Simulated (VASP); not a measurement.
TaS2: equation of state with PBE

TaS2:

```
CELL_PARAMETERS angstrom
3.35000 0.00000 0.00000
-1.67500 2.90119 0.00000
0.00000 0.00000 5.86000
ATOMIC_POSITIONS crystal
Ta 0.00000 0.00000 0.00000
S 0.66667 0.33333 0.75000
S 0.33333 0.66667 0.25000
```

```yaml
Program: VASP 6.6.1
Task: equation of state
Functional: PBE
Potentials_or_basis: VASP PAW PBE potentials, release 64 (Ta_pv, S)
Cutoff: 520 eV
k_mesh: 9 × 9 × 5
Occupations: fermi-dirac, width 0.05 eV
Spin: no spin polarisation
```

```
Equilibrium volume                        : 20.27 Å³/atom (rough: see the caveat)
Bulk modulus at fixed shape and positions : 123 GPa (rough)
```

Energy against volume, from the lowest point:
```
volume (Å³/atom)  energy (meV/atom)
          17.845             137.69
          18.225              94.34
          18.605              60.22
          18.984              34.48
          19.364              16.32
          19.744               5.04
          20.123               0.00
```

All runs of the series together: 3.5 min on 1 thread of AMD EPYC 9R45 (Zen 5), on a shared host.

Caveat: the minimum lies outside the volumes run; the cell was scaled at fixed shape and fractional positions, which overstates the stiffness of a crystal with free parameters, most of all of layers and chains; this functional lacks dispersion, which binds the layers, so the pressure and a relaxed spacing across them are unreliable. The run has no spin-orbit coupling, so splittings on Ta are missing.
